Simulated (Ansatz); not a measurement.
GaSb:

```
Sb Ga
1.0
    -2.75343    2.75343    1.59071
     2.75343   -2.75343    1.59071
     2.75343    2.75343   -1.59071
Sb Ga
1 1
Cartesian
  0.0000 0.0000 0.0000
  0.0000 2.7534 0.7954
```

Measurements of this composition are mostly on another form, of space group No. 216.

| Property | Result |
| --- | --- |
| Program | Ansatz 0.2.0 |
| Task | relaxation of cell and atoms |
| Functional | HSE06 |
| Potentials or basis | Ansatz PAW |
| Cutoff | 420 eV (not typed: the program's choice for these potentials) |
| k mesh | 5 × 5 × 5 |
| Occupations | fermi-dirac, width 0.05 eV |
| Spin | no spin polarisation |

At the start: volume 24.12 Å³/atom.

Task: Where does the relaxation end?

Result: It ends after 9 steps and the volume is 23.56 Å³/atom (-2.3 %); space group I-4m2 (No. 119, to 0.05 Å).

Step by step:
```tsv
step	energy change (eV)	largest force (eV/Å)	volume (Å³)
1	0.0000	0.0000	48.24
2	-0.0077	0.0000	46.23
3	-0.0092	0.0000	46.86
4	-0.0100	0.0000	46.95
5	-0.0230	0.0000	47.15
6	-0.0416	0.0000	47.31
7	-0.0420	0.0000	47.11
8	-0.0420	0.0000	47.12
9	-0.0414	0.0000	47.12
```

Final structure:
```
Sb Ga
1.0
    -2.65066    2.65066    1.67654
     2.65066   -2.65066    1.67654
     2.65066    2.65066   -1.67654
Sb Ga
1 1
Direct
  0.00000 0.00000 0.00000
  0.75000 0.25000 0.50000
```

Caveat: the k mesh is coarse (spacing up to 0.46 Å⁻¹), so the values aren't converged, least of all with exact exchange; the plane-wave basis is chosen anew once the cell has moved, so the energies of steps on either side of that aren't comparable; the PAW data sets come from PBE, with cores solved anew for the run's functional, which leaves a small shift of forces and pressure.
